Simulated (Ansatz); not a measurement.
InCuS₂:
```
CELL_PARAMETERS angstrom
     -2.76096     2.76096     5.56520
      2.76096    -2.76096     5.56520
      2.76096     2.76096    -5.56520
ATOMIC_POSITIONS crystal
  Cu 0.00000 0.00000 0.00000
  Cu 0.75000 0.25000 0.50000
  In 0.50000 0.50000 0.00000
  In 0.25000 0.75000 0.50000
  S  0.37500 0.34666 0.47166
  S  0.65334 0.12500 0.02834
  S  0.87500 0.90334 0.52834
  S  0.09666 0.62500 0.97166
```

Relaxed with r²SCAN. Independent-particle spectrum: no excitons, no local fields, no scissors shift; 0.1 eV broadening; ε₁ of the summed bands alone.

**Question.** Tabulate the dielectric function from the program Ansatz at the r²SCAN level (PAW).

**Answer.** 

```
E (eV)  ε₁ xx  ε₂ xx  ε₁ zz  ε₂ zz
------  -----  -----  -----  -----
0.0      9.46   0.00   9.06   0.00
0.5     10.21   1.61   9.57   1.53
1.0      8.83   2.21   8.40   1.86
1.5      8.70   2.49   8.42   1.96
2.0      9.32   3.83   9.99   3.19
2.5      6.71   4.56   6.29   4.67
3.0      6.04   4.73   6.49   3.33
3.5      6.63   2.95   6.46   3.93
4.0      8.01   4.67   7.44   4.94
4.5      6.08   5.69   4.96   3.82
5.0      8.02   7.22   9.09   5.09
5.5      2.97   8.19   4.87   9.97
6.0      2.71   7.47   3.70   7.76
6.5      1.34   7.61   1.84   8.94
7.0      1.50   7.18   1.76   7.59
7.5     -0.89   7.28  -1.55   6.62
8.0     -0.94   4.96  -1.29   4.77
8.5     -0.22   4.26  -0.08   4.72
9.0     -1.16   5.18  -0.66   5.37
9.5     -2.11   4.26  -1.84   4.99
10.0    -2.29   3.18  -2.20   3.58
10.5    -1.81   2.46  -2.02   3.10
11.0    -1.53   2.09  -2.12   2.22
11.5    -1.38   1.90  -1.59   1.64
12.0    -1.27   1.40  -1.34   1.29
```

**Question.** From ε at 1.8 eV (xx: 8.96 + 2.95i), find n, k, the normal reflectivity and the absorption coefficient.

**Answer.** n = 3.03, k = 0.486, R = 26 %, α = 2kE/ħc = 89000 cm⁻¹.

With all bands, ε∞ without local fields is 9.59 (xx = yy), 9.18 (zz).

Space group I-42d (chalcopyrite). The r²SCAN relaxation kept the symmetry of its start. The run is not spin-polarised. Scalar-relativistic: spin–orbit coupling is off unless named, which matters more the heavier the elements.

Potentials: the later of the program's two PAW sets.
